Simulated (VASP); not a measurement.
# Co in VASP: work function with PBE

Aim: the work function of Co with PBE.

Everything below comes from runs of VASP 6.6.1. Logs are shortened: lines on timing, memory, paths and dates and some standing lists are left out, and cuts for length are marked.

**1. The undisturbed crystal**

The cell holds a slab with vacuum, 5 atoms: a = 2.487 Å, b = 2.487 Å, c = 23.127 Å, α = 90.00°, β = 90.00°, γ = 120.00°.

The slab is cut from a database's or a generator's crystal, which needn't be the stable form of the element.

**2. Work function, PBE, collinear spin, ferromagnetic start (the (0 0 1) slab of Co, cut from the database cell, not relaxed)**

File INCAR:

```
SYSTEM = Co
  PREC = Accurate
  ENCUT = 520
  EDIFF = 1E-6
  ISMEAR = 0
  SIGMA = 0.05
  LREAL = .FALSE.
  LASPH = .TRUE.
  NELM = 120
  ALGO = Fast
  ISIF = 2
  LWAVE = .FALSE.
  LCHARG = .TRUE.
  ISPIN = 2
  MAGMOM = 2 2 2 2 2
  LORBIT = 11
  LMAXMIX = 4
  LDIPOL = .TRUE.
  IDIPOL = 3
  DIPOL = 0.5 0.5 0.499
  GGA = PE
  LELF = .TRUE.
  LVHAR = .TRUE.
  LVACPOTAV = .TRUE.
```

File KPOINTS:

```
Automatic mesh
0
G
  12 12 1
  0 0 0
```

File POSCAR:

```
Co
1.0
    2.4873648738      0.0000000000      0.0000000000
   -1.2436824369      2.1541211692      0.0000000000
    0.0000000000      0.0000000000     23.1265790068
Co
5
Direct
    0.6666666700      0.3333333400      0.3243021805
    0.3333333300      0.6666666600      0.4086859779
    0.6666666700      0.3333333400      0.5000000000
    0.3333333300      0.6666666600      0.5843837973
    0.6666666700      0.3333333400      0.6756978195
```

Potentials or basis: VASP PAW PBE potentials, release 64 (Co).

Command:

```sh
$ cat potpaw_PBE.64/Co/POTCAR > POTCAR
$ mpirun -np 1 vasp_std > vasp.out
```

OUTCAR:

```text
SYSTEM = Co
   PREC = Accurate
   ENCUT = 520
   EDIFF = 1E-6
   ISMEAR = 0
   LREAL = .FALSE.
   LASPH = .TRUE.
   NELM = 120
   ISIF = 2
   ISPIN = 2
   LORBIT = 11
   GGA = PE

 ion  position               nearest neighbor table
   1  0.667  0.333  0.324-   2 2.42   2 2.42   2 2.42
   2  0.333  0.667  0.409-   1 2.42   1 2.42   1 2.42   3 2.55   3 2.55   3 2.55
   3  0.667  0.333  0.500-   4 2.42   4 2.42   4 2.42   2 2.55   2 2.55   2 2.55
   4  0.333  0.667  0.584-   3 2.42   3 2.42   3 2.42   5 2.55   5 2.55   5 2.55
   5  0.667  0.333  0.676-   4 2.55   4 2.55   4 2.55

  LATTYP: Found a hexagonal cell.
 ALAT       =     2.4873648738
 C/A-ratio  =     9.2976222549

  Lattice vectors:

 A1 = (   2.4873648738,   0.0000000000,   0.0000000000)
 A2 = (  -1.2436824369,   2.1541211692,   0.0000000000)
 A3 = (   0.0000000000,   0.0000000000,  23.1265790068)

Analysis of symmetry for initial positions (statically):
=====================================================================
 Subroutine PRICEL returns:
 Original cell was already a primitive cell.

 Routine SETGRP: Setting up the symmetry group for a
 hexagonal supercell.

 Subroutine GETGRP returns: Found  6 space group operations
 (whereof  6 operations were pure point group operations)
 out of a pool of 24 trial point group operations.

The static configuration has the point symmetry C_3v.

Analysis of symmetry for dynamics (positions and initial velocities):
=====================================================================
 Subroutine PRICEL returns:
 Original cell was already a primitive cell.

 Routine SETGRP: Setting up the symmetry group for a
 hexagonal supercell.

 Subroutine GETGRP returns: Found  6 space group operations
 (whereof  6 operations were pure point group operations)
 out of a pool of 24 trial point group operations.

The dynamic configuration has the point symmetry C_3v.

Analysis of structural, dynamic, and magnetic symmetry:
=====================================================================
 Subroutine PRICEL returns:
 Original cell was already a primitive cell.

 Routine SETGRP: Setting up the symmetry group for a
 hexagonal supercell.

 Subroutine GETGRP returns: Found  6 space group operations
 (whereof  6 operations were pure point group operations)
 out of a pool of 24 trial point group operations.

The overall configuration has the point symmetry C_3v.

 Subroutine INISYM returns: Found  6 space group operations
 (whereof  6 operations are pure point group operations),
 and found     1 'primitive' translations

----------------------------------------------------------------------------------------

                                     Primitive cell

  volume of cell :     123.9142

  direct lattice vectors                    reciprocal lattice vectors
     2.487364874  0.000000000  0.000000000     0.402031889  0.232113220  0.000000000
    -1.243682437  2.154121169  0.000000000     0.000000000  0.464226439  0.000000000
     0.000000000  0.000000000 23.126579007     0.000000000  0.000000000  0.043240291

  length of vectors
     2.487364874  2.487364874 23.126579007     0.464226439  0.464226439  0.043240291

  position of ions in fractional coordinates (direct lattice)
     0.666666670  0.333333340  0.324302180
     0.333333330  0.666666660  0.408685978
     0.666666670  0.333333340  0.500000000
     0.333333330  0.666666660  0.584383797
     0.666666670  0.333333340  0.675697820

  ion indices of the primitive-cell ions
   primitive index   ion index
                 1           1
                 2           2
                 3           3
                 4           4
                 5           5

----------------------------------------------------------------------------------------

 KPOINTS: Automatic mesh

Automatic generation of k-mesh.
 Grid dimensions read from file:
 generate k-points for:   12   12    1

 Generating k-lattice:

  Cartesian coordinates                     Fractional coordinates (reciprocal lattice)
     0.033502657  0.019342768  0.000000000     0.083333333  0.000000000  0.000000000
     0.000000000  0.038685537  0.000000000     0.000000000  0.083333333  0.000000000
     0.000000000  0.000000000  0.043240291     0.000000000  0.000000000  1.000000000

[... 34 lines left out ...]
   total plane-waves  NPLWV =  58320
   dimension x,y,z NGX =    18 NGY =   18 NGZ =  180
   dimension x,y,z NGXF=    36 NGYF=   36 NGZF=  360
   ions per type =               5
   NGX,Y,Z   is equivalent  to a cutoff of  12.03, 12.03, 12.94 a.u.
   NGXF,Y,Z  is equivalent  to a cutoff of  24.06, 24.06, 25.88 a.u.
 SYSTEM =  Co
   PREC   = accura    normal or accurate (medium, high low for compatibility)
   ISTART =      0    job   : 0-new  1-cont  2-samecut
   ICHARG =      2    charge: 1-file 2-atom 10-const
   ISPIN  =      2    spin polarized calculation?
   LNONCOLLINEAR =      F non collinear calculations
   LSORBIT =      F    spin-orbit coupling
   LASPH  =      T    aspherical Exc in radial PAW
   ENCUT  =  520.0 eV  38.22 Ry    6.18 a.u.   4.62  4.62 43.00*2*pi/ulx,y,z
   NELM   =    120;   NELMIN=  2; NELMDL= -5     # of ELM steps
   EDIFF  = 0.1E-05   stopping-criterion for ELM
   LREAL  =      F    real-space projection
   EDIFFG = 0.1E-04   stopping-criterion for IOM
   NSW    =      0    number of steps for IOM
   IBRION =     -1    ionic relax: 0-MD 1-quasi-New 2-CG
   NFREE  =      0    steps in history (QN), initial steepest desc. (CG)
   ISIF   =      2    stress and relaxation
   ISYM   =      2    0-nonsym 1-usesym 2-fastsym
   POTIM  = 0.5000    time-step for ionic-motion
   TEBEG  =    0.0;   TEEND  =   0.0 temperature during run
   PSTRESS=    0.0 pullay stress
   NELECT =      45.0000    total number of electrons
   NUPDOWN=      -1.0000    fix difference up-down
   EMIN   =  10.00;   EMAX   =-10.00  energy-range for DOS
   EFERMI =   0.00;   METHOD = LEGACY
   ISMEAR =     0;   SIGMA  =   0.05  broadening in eV -4-tet -1-fermi 0-gaus
   EFERMI_NEDOS =   21; number of points for ismear=-14 and -15
   IALGO  =     68    algorithm
   IMIX   =      4    mixing-type and parameters
     AMIX     =   0.40;   BMIX     =  1.00
     AMIX_MAG =   1.60;   BMIX_MAG =  1.00
  volume/ion in A,a.u.               =      24.78       167.24
  Fermi-wavevector in a.u.,A,eV,Ry     =   1.167989  2.207179 18.561037  1.364198
  Thomas-Fermi vector in A             =   2.304482
   LORBIT       =     11    0 simple, 1 ext, 2 COOP (PROOUT), +10 PAW based schemes
   GGA     = PE    functional components
   LHFCALC =     F    Hartree Fock is set to
   AEXX    =    0.0000 exact exchange contribution
   IVDW    =     0    specifies the selected vdW correction
   LEPSILON=     F    determine dielectric tensor
   LRPA    =     F    only Hartree local field effects (RPA)
 spin polarized calculation
 RMM-DIIS sequential band-by-band and
 Gauss-broadening in eV      SIGMA  =   0.05
  energy-cutoff  :      520.00
  volume of cell :      123.91
 maximum number of plane-waves:      3364
   NGX =  9   NGY =  9   NGZ = 87

 number of electron      45.0000000 magnetization      10.0000000

 dipolmoment           0.000000      0.000000     -0.000057 electrons x Angstroem

 number of electron      45.0000013 magnetization       8.5120825

 dipolmoment           0.000000      0.000000      0.001819 electrons x Angstroem

 Free energy of the ion-electron system (eV)
  ---------------------------------------------------
  ext. energy  EPLUGINS =         0.00000000
  ---------------------------------------------------
  free energy    TOTEN  =       -33.66425235 eV

  energy without entropy =      -33.65608227  energy(sigma->0) =      -33.66016731

 E-fermi :   1.8502     XC(G=0):  -6.6912

 val. band max:        1.8335121873   @ k =   0.1667  -0.0000   0.0000
 cond. band min:       1.8520296685   @ k =   0.1667   0.0833   0.0000
 fundamental gap:      0.0185174811
 Fermi energy:         1.8501883971

 spin component 1

 k-point     1 :       0.0000    0.0000    0.0000
  band No.  band energies     occupation
      1      -6.7959      1.00000
      2      -5.8941      1.00000
      3      -4.6112      1.00000
      4      -3.6315      1.00000
      5      -3.3726      1.00000
      6      -1.2322      1.00000
[... 654 lines left out ...]
     31       7.8789      0.00000
     32       7.9670      0.00000
 Fermi energy:         1.8501883971

 spin component 2

 k-point     1 :       0.0000    0.0000    0.0000
  band No.  band energies     occupation
      1      -6.7709      1.00000
      2      -5.8507      1.00000
      3      -4.4766      1.00000
      4      -3.1437      1.00000
      5      -2.5040      1.00000
      6       0.1896      1.00000
[... 654 lines left out ...]
     31       8.5238      0.00000
     32       8.5873      0.00000

------------------------ aborting loop because EDIFF is reached ----------------------------------------

  FORCE on cell =-STRESS in cart. coord.  units (eV):
  Direction    XX          YY          ZZ          XY          YZ          ZX
  --------------------------------------------------------------------------------------
  -------------------------------------------------------------------------------------
  Total       -1.4305972     -1.4305972     -1.4525046      0.0000000     -0.0000000      0.0000000
  in kB      -18.4972402    -18.4972402    -18.7804971      0.0000000     -0.0000000      0.0000000
  external PRESSURE =     -18.5916592 kB  Pullay stress =       0.0000000 kB

 VOLUME and BASIS-vectors are now :
 -----------------------------------------------------------------------------
  energy-cutoff  :      520.00
  volume of cell :      123.91
      direct lattice vectors                 reciprocal lattice vectors
     2.487364874  0.000000000  0.000000000     0.402031889  0.232113220  0.000000000
    -1.243682437  2.154121169  0.000000000     0.000000000  0.464226439  0.000000000
     0.000000000  0.000000000 23.126579007     0.000000000  0.000000000  0.043240291

 POSITION                                       TOTAL-FORCE (eV/Angst)
 -----------------------------------------------------------------------------------
      1.24368      0.71804      7.50000        -0.000000      0.000000      0.050214
      0.00000      1.43608      9.45151         0.000000     -0.000000      0.229537
      1.24368      0.71804     11.56329        -0.000000     -0.000000     -0.543478
      0.00000      1.43608     13.51480         0.000000     -0.000000      0.862527
      1.24368      0.71804     15.62658        -0.000000      0.000000     -0.598800
 -----------------------------------------------------------------------------------
    total drift:                               -0.000000      0.000000     -0.002899

  FREE ENERGIE OF THE ION-ELECTRON SYSTEM (eV)
  ---------------------------------------------------
  free  energy   TOTEN  =       -33.6642523468 eV

  energy  without entropy=      -33.6560822738  energy(sigma->0) =      -33.66016731

 vacuum level on the upper side and lower side of the slab         6.790         6.717

 total charge

# of ion       s       p       d       tot
------------------------------------------
    1        0.489   0.414   7.248   8.152
    2        0.486   0.521   7.259   8.267
    3        0.491   0.521   7.262   8.274
    4        0.487   0.519   7.261   8.267
    5        0.474   0.384   7.213   8.070
--------------------------------------------------
tot          2.427   2.359  36.243  41.029

 magnetization (x)

# of ion       s       p       d       tot
------------------------------------------
    1       -0.009  -0.032   1.781   1.740
    2       -0.014  -0.048   1.768   1.706
    3       -0.011  -0.047   1.727   1.669
    4       -0.013  -0.047   1.759   1.699
    5       -0.008  -0.035   1.826   1.784
--------------------------------------------------
tot         -0.056  -0.208   8.862   8.598
```

It took 4 min on 1 thread of Intel Xeon 6975P-C (Granite Rapids), shared host; peak memory 0.32 GiB.

What came out:

```yaml
Free_energy: -33.6643 eV
Largest_force: 0.863 eV/Å
Band_gap_on_the_k_mesh: none (metal or under the smearing width)
Net_moment: 8.51 μB per cell
Site_moments: Co +1.74, +1.71, +1.67, +1.70, +1.78 μB
Valence_electrons_inside_the_program's_atomic_spheres: Co 8.15, 8.27, 8.07
Work_function_of_the_upper_face: 4.94 eV
Work_function_of_the_lower_face: 4.87 eV
```

Forces in eV/Å, atoms in the order of the input:
```
Co   0.000  0.000  0.050
Co   0.000  0.000  0.230
Co   0.000  0.000 -0.543
Co   0.000  0.000  0.863
Co   0.000  0.000 -0.599
```
